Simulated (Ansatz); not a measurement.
## KCl: changing the share of exact exchange

Space group Fm-3m (No. 225). a = 6.293 Å, b = 6.293 Å, c = 6.293 Å, α = 90.00°, β = 90.00°, γ = 90.00°
| atom | site | symmetry | x | y | z |
| --- | --- | --- | --- | --- | --- |
| K | 4a | m-3m | 0.0000 | 0.0000 | 0.0000 |
| Cl | 4b | m-3m | 0.5000 | 0.0000 | 0.0000 |

Kept alike: task single point; k mesh 4 × 4 × 4; occupations fermi-dirac, width 0.05 eV; no spin polarisation. Program: Ansatz, Ansatz PAW, cutoff 420 eV. The mesh is that of the run's cell of 2 atoms. No spin-orbit coupling.

```tsv
share of exact exchange, α	band gap (eV)	pressure (GPa)
0	5.189	0.76
0.1	6.002	0.62
0.15	6.412	0.56
0.25	7.239	0.42
0.35	?	?
0.5	9.338	0.08
```

The k mesh is coarse, so the values aren't converged. Pressure is positive in compression, with a Pulay correction for the finite cutoff. A gap read on the mesh alone can miss an edge between its points. All rows use potentials made for PBE. The mesh is thin for exact exchange.

Q: Fit the rows shown and predict the run at 0.35.

A: A least-squares line through the rows shown is band gap = 8.3086 α + 5.1743 (largest miss 0.0147); at α = 0.35 it gives 8.082 eV. A least-squares line through the rows shown is pressure = -1.359 α + 0.76 (largest miss 0.004); at α = 0.35 it gives 0.28 GPa. The run gave: band gap 8.074 eV; pressure 0.28 GPa.
